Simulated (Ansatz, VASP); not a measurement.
Two plane-wave programs on BAs

File INCAR:

```
SYSTEM = BAs
ALGO = Normal ; EDIFF = 1E-6
ENCUT = 520 ; GGA = PE
ISIF = 2 ; ISMEAR = 0
LASPH = .True. ; LCHARG = .False.
LREAL = .False. ; LWAVE = .False.
NBANDS = 11 ; NELM = 100
PREC = Accurate ; SIGMA = 0.016
```

KPOINTS

```
k-points
0
Gamma
  10 10 10
  0 0 0
```

POSCAR

```
BAs
1.0
    0.0000000000      2.3885000000      2.3885000000
    2.3885000000      0.0000000000      2.3885000000
    2.3885000000      2.3885000000      0.0000000000
As B
1 1
Direct
    0.7500000000      0.7500000000      0.7500000000
    0.0000000000      0.0000000000      0.0000000000
```

input.yaml

```yaml
crystal:
  lattice:
    - [0.0, 2.3885, 2.3885]
    - [2.3885, 0.0, 2.3885]
    - [2.3885, 2.3885, 0.0]
  atoms:
    - { symbol: As, position: [0.75, 0.75, 0.75] }
    - { symbol: B, position: [0.0, 0.0, 0.0] }
hamiltonian:
  xc: pbe
  pseudopotentials: { kind: paw }
kpoints:
  mp_grid: { grid: [10, 10, 10] }
scf:
  occupations: { method: gaussian, width: 0.016 }
output:
  forces: true
  stress: true
  eigenvalues: true
```

Alike in both runs: task single point; functional PBE; k mesh 10 × 10 × 10; occupations gaussian, width 0.016 eV; no spin polarisation.

|  | VASP | Ansatz |
| --- | --- | --- |
| version | VASP 6.6.1 | Ansatz 0.2.0 |
| potentials or method | VASP PAW PBE potentials, release 64 (As, B) | Ansatz PAW |
| plane-wave cutoff (eV) | 520 | 420 |
| valence electrons in the cell | 8 | 18 |

Ansatz gave:

- gap on the k mesh at the Fermi level (eV): 1.18
- least direct gap on the mesh (eV): 3.28
- pressure (GPa): 2.8

**Question.** What did VASP give for the same quantities?

**Answer.** gap on the k mesh at the Fermi level (eV): 1.18; least direct gap on the mesh (eV): 3.28; pressure (GPa): 3.4.

With one functional, cell and mesh, what is left measures potentials, basis and numerics. The two sets of potentials don't hold the same shells in valence.

A k mesh can miss the band edges.
